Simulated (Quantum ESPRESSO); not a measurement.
**Li2S under changes of volume**

One of the cells (15.344 Å³/atom); the others are scaled copies at fixed shape and fractional positions:

```
CELL_PARAMETERS angstrom
0.00000 2.84450 2.84450
2.84450 0.00000 2.84450
2.84450 2.84450 0.00000
ATOMIC_POSITIONS crystal
S 0.00000 0.00000 0.00000
Li 0.75000 0.75000 0.75000
Li 0.25000 0.25000 0.25000
```

```yaml
Program: Quantum ESPRESSO 7.5
Functional: PBE
Dispersion: D3(BJ)
Potentials_or_basis: PseudoDojo 0.4.1 SR PBE standard
Cutoff: 1007 eV
Density_cutoff: 4027 eV
k_mesh: 8 × 8 × 8
Occupations: fermi-dirac, width 0.05 eV
Spin: no spin polarisation
```

| volume (Å³/atom) | energy over the lowest point (meV/atom) | pressure (GPa) | gap on the mesh (eV) |
| --- | --- | --- | --- |
| 14.423 | 0.00 | 0.3 | 3.34 |
| 14.730 | 0.29 | -0.6 | 3.36 |
| 15.037 | 2.33 | -1.5 | 3.38 |
| 15.344 | ? | ? | ? |
| 15.650 | 10.97 | -3.0 | 3.40 |
| 15.957 | 17.27 | -3.6 | 3.41 |
| 16.264 | 24.74 | -4.2 | 3.42 |

**Question.** What does the run at 15.344 Å³/atom give?

**Answer.** Energy over the lowest point 5.94 meV/atom; pressure -2.3 GPa; gap on the mesh 3.39 eV.

Worked out: A Birch-Murnaghan fit of order 3 (a polynomial in V^(-2/3)) to the other rows has its minimum at 14.53 Å³/atom with B0 = V·E''(V) = 46 GPa and B' = 4.0. It gives 5.95 meV/atom at 15.344 Å³/atom, against the run's 5.94, and -dE/dV = -2.3 GPa, against -2.3. A straight line through the other rows of the gap, of slope 0.644 eV per unit of ln V, gives 3.39 eV, against the run's 3.39.

Energies are extrapolated to zero smearing.

A mesh can miss the band edges.
